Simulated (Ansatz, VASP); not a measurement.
## One calculation of CaO, two programs

```
CELL_PARAMETERS angstrom
0.00000 2.35395 2.35395
2.35395 0.00000 2.35395
2.35395 2.35395 0.00000
ATOMIC_POSITIONS crystal
Ca 0.00000 0.00000 0.00000
O 0.50000 0.50000 0.50000
```

Alike in both runs: task single point; functional LDA; k mesh 8 × 8 × 8; no spin polarisation.

```csv
,VASP,Ansatz
version,VASP 6.6.1,Ansatz 0.2.0
potentials or method,"VASP PAW LDA potentials, release 64 (Ca_sv, O), cutoff 520 eV","all-electron LAPW, scalar-relativistic"
occupations,"gaussian, width 0.01 eV",fixed
```

```csv
,VASP,Ansatz,Ansatz less VASP
gap on the k mesh at the Fermi level (eV),3.42,3.45,+0.027
pressure (GPa),1.0,0.0,-0.96
```

Ansatz ran all-electron here, so the differences hold the error of VASP's frozen core and of both bases.

A k mesh can miss the band edges. As with any semilocal functional, this LDA gap is likely too small.
